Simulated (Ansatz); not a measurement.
Crystal: BaTiO3.

```
Ba Ti O
1.0
     2.82767    1.63255    2.31773
    -2.82767    1.63255    2.31773
     0.00000   -3.26511    2.31773
Ba Ti O
1 1 3
Direct
  0.03347 0.98847 0.00184
  0.50610 0.52748 0.53723
  0.48625 0.49715 0.97115
  0.47409 0.98642 0.47201
  0.97879 0.47918 0.49647
```

Base run:

| Item | Value |
| --- | --- |
| Program | Ansatz 0.2.0 |
| Functional | PBEsol |
| Potentials or basis | Ansatz PAW |
| Cutoff | 420 eV (not typed: the program's choice for these potentials) |
| k mesh | 7 × 7 × 7 |
| Occupations | fermi-dirac, width 0.05 eV |
| Spin | no spin polarisation |

Its results: band gap on the k mesh 2.74 eV, indirect (least direct gap 3.28 eV); pressure 3.2 GPa; largest force 2.110 eV/Å.

The run is repeated on the same cell with these changes: functional from PBEsol to BLYP. What comes out?

Band gap on the k mesh 2.80 eV, indirect (least direct gap 3.33 eV); pressure 15.0 GPa; largest force 2.323 eV/Å.

BLYP binds less tightly than PBEsol, so the same cell stands under more pressure.

Caveats: the k mesh misses the band edges, so the gap on the mesh is wider than the one along the path; spin-orbit coupling is left out, which moves the levels of the heavy elements; the PAW data sets come from PBE, with cores solved anew for the run's functional, which leaves a small shift of forces and pressure; forces of over 1 eV/Å show positions far from the minimum, so gaps and moduli don't describe the material at rest.
